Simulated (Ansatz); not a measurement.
**Al: a stretch of c alone**

The task here is to estimate one member of a computed series from the others.

Program: Ansatz 0.2.0. Level of theory: DFT r2SCAN, scalar-relativistic, plane waves, PAW. These are calculated values, not measurements.

2 further runs of the same task are left out: 2 set aside as unsound or not needed.

## The system as given

Symmetry: Fm-3m, No. 225, cubic system. The conventional cell has a = 3.993 Å, b = 3.993 Å, c = 3.993 Å, α = 90.00°, β = 90.00°, γ = 90.00°. Al (site symmetry m-3m) has 12 Al at 2.82 Å as nearest neighbours.

As a file:

```cif
data_structure
_symmetry_space_group_name_H-M 'Fm-3m'
_symmetry_Int_Tables_number 225
_cell_length_a 3.9927
_cell_length_b 3.9927
_cell_length_c 3.9927
_cell_angle_alpha 90.000
_cell_angle_beta 90.000
_cell_angle_gamma 90.000
_cell_volume 63.65
loop_
_atom_site_label
_atom_site_type_symbol
_atom_site_symmetry_multiplicity
_atom_site_Wyckoff_symbol
_atom_site_fract_x
_atom_site_fract_y
_atom_site_fract_z
_atom_site_occupancy
Al1 Al 4 a 0.00000 0.00000 0.00000 1
```

It goes back to an entry of the Materials Project.

The unstrained cell comes from an earlier run at this level (2 atoms, E(σ→0) -1080.8215 eV, gap none (metal)).

Set-up of the first run:

input.yaml reads:

```yaml
crystal:
  lattice:
    - [1.9963396846, 1.9963396846, 0.0]
    - [-1.9963396846, 1.9963396846, 0.0]
    - [0.0, 0.0, 3.9327891786]
  atoms:
    - { symbol: Al, position: [0.0, 0.0, 0.0] }
    - { symbol: Al, position: [0.5, 0.5, 0.5] }
basis:
  ecutwfc: 500
kpoints:
  mp_grid: { grid: [18, 18, 14] }
hamiltonian:
  xc: r2scan
scf:
  occupations: { method: gaussian, width: 0.1 }
output:
  forces: true
  stress: true
  eigenvalues: true
```

Command:

```bash
$ ansatz run input.yaml --threads 1 --pin off --max-ram 2560MiB --backend cpu --events-out ev --progress --plain --runs-dir out
```

Steps of the session up to this table: At -1.5 %; Strain +1.5 %; Strain -3.0 %; The cell strained by +3.0 %; At -4.5 %; At +4.5 %.

One of the session's tables, all rows but one given; the rest of the session is left out.

Lengths are those of the vectors of the cell that was run; stresses in GPa:

```
strain (%)  ΔE (meV/atom)  c (Å)
      -4.5           17.8  3.813
      -3.0            8.6  3.873
      -1.5              ?      ?
      +0.0            0.0  3.993
      +1.5            1.3  4.053
      +3.0            6.1  4.112
      +4.5           13.7  4.172
```

**Question.** Estimate the row for strain (%) = -1.5.

Worked estimate for «ΔE (meV/atom)». A straight line through the neighbours (-3.0, 8.6) and (0.0, 0.0) gives 8.6 + (0.0 − 8.6) × (-1.5 + 3.0) / (0.0 + 3.0) = 4.3; a parabola fitted to 4 rows on both sides gives 2.6.

As computed: ΔE (meV/atom): 2.3; c (Å): 3.933. In «ΔE (meV/atom)» the line misses by +2.0 and the parabola by +0.3.

ΔE is over the unstrained cell. Stress in GPa, positive in compression, on the Cartesian axes of the input. 
